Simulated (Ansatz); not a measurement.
# MoS2: the cost of one run

Computed with Ansatz 0.2.0 (DFT PBE+D3(BJ), scalar-relativistic, plane waves, PAW, unless a step's input says otherwise).

1 further run of the same task is left out (set aside as unsound or not needed).

## Step 1: The starting structure

The structure is hexagonal, space group P-6m2 (No. 187). Conventional cell: a = 3.150 Å, b = 3.150 Å, c = 6.648 Å, α = 90.00°, β = 90.00°, γ = 120.00°. Around Mo (site symmetry -6m2) lie 6 S at 2.40 Å. Around S (site symmetry 3m) lie 3 Mo at 2.40 Å.

As a file:

```xyz
12
Lattice="6.2994 0.0000 0.0000 -3.1497 5.4555 0.0000 0.0000 0.0000 6.6475" Properties=species:S:1:pos:R:3 pbc="T T T"
Mo    1.5749    2.7277    0.0000
Mo    3.1497    0.0000    0.0000
Mo   -1.5749    2.7277    0.0000
Mo    0.0000    0.0000    0.0000
S     0.0000    1.8185    1.5666
S    -1.5749    4.5462    1.5666
S     3.1497    1.8185    1.5666
S     1.5749    4.5462    1.5666
S     0.0000    1.8185    5.0809
S    -1.5749    4.5462    5.0809
S     3.1497    1.8185    5.0809
S     1.5749    4.5462    5.0809
```

It goes back to an entry of the Materials Project, which need not be the stable form.

It is built from the cell relaxed beforehand with the same method (19.04 Å³/atom).

## Step 2: Zero of energy

The cell is repeated 4 times, 12 atoms in all. Reference values: F = -27055.8137 eV; pressure -0.01 GPa; largest force 0.001 eV/Å; gap on the mesh 1.21 eV. It was computed beforehand with the settings of the runs below.

## Step 3: The scan: random displacements

All atoms are moved at random with no net shift, in some cells together with a random strain.

## Step 4: rms move = 0.269 Å

Input file input.yaml:

```yaml
crystal:
  lattice:
    - [6.1523048674, -0.1577472636, -0.0323013144]
    - [-3.2127655715, 5.6847964999, -0.2204135244]
    - [-0.0340862193, -0.2882550967, 6.29326643]
  atoms:
    - { symbol: Mo, position: [0.4910091958, 0.4798885916, -0.0308205977] }
    - { symbol: Mo, position: [0.4880602109, -0.0435227331, 0.0034693795] }
    - { symbol: Mo, position: [0.0269077836, 0.5616386668, 0.0150547676] }
    - { symbol: Mo, position: [-0.0204700223, 0.0143464495, -0.0360603926] }
    - { symbol: S, position: [0.1994002933, 0.3433842972, 0.2641842255] }
    - { symbol: S, position: [0.1665049485, 0.8546623208, 0.272730869] }
    - { symbol: S, position: [0.6976607214, 0.3499210064, 0.2106985597] }
    - { symbol: S, position: [0.6183608377, 0.8026212364, 0.2311730286] }
    - { symbol: S, position: [0.1745152988, 0.3175283656, 0.7373179904] }
    - { symbol: S, position: [0.1549503839, 0.837675633, 0.7402069318] }
    - { symbol: S, position: [0.6925613082, 0.3584298387, 0.8012012165] }
    - { symbol: S, position: [0.6438723738, 0.7900929937, 0.7908440216] }
basis:
  ecutwfc: 420
kpoints:
  mp_grid: { grid: [6, 6, 4] }
hamiltonian:
  xc: pbe
  dispersion: d3bj
scf:
  occupations: { method: gaussian, width: 0.05 }
output:
  forces: true
  stress: true
  eigenvalues: true
```

Run with:

```
ansatz run input.yaml --threads 1 --pin off --max-ram 2560MiB --backend cpu --events-out ev --progress --plain --runs-dir out
```

Q: Estimate wall time and peak memory on 1 thread of AMD EPYC 9R45 (Zen 5), shared host.

About 24 s, with a peak of 0.97 GiB.
